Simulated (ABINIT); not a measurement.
Crystal: HfN.

```
Hf N
1.0
     0.00000    2.45482    2.45482
     2.45482    0.00000    2.45482
     2.45482    2.45482    0.00000
Hf N
1 1
Direct
  0.00000 0.00000 0.00000
  0.25000 0.25000 0.25000
```

The cell comes from a database or a generator and needn't be the stable form of this composition.

Base run:

- Program: ABINIT 10.8.3 (patched build)
- Functional: BLYP
- Potentials or basis: JTH PAW PBE v2.0
- Cutoff: 844 eV
- k mesh: 9 × 9 × 9
- Occupations: fermi-dirac, width 0.05 eV
- Spin: no spin polarisation

Its results: band gap on the k mesh none (metal or under the smearing width); pressure 5.4 GPa.

Task: After a change of settings the same cell gave: band gap on the k mesh none (metal or under the smearing width); pressure -3.2 GPa. Which change was it?
A. functional from BLYP to RPBE
B. functional from BLYP to SCAN
C. functional from BLYP to r2SCAN
D. functional from BLYP to revPBE

Result: B.

Caveats: the PAW data sets were made with another functional, which shifts forces and pressure a little.

Runs at the PBE level aren't shown here.
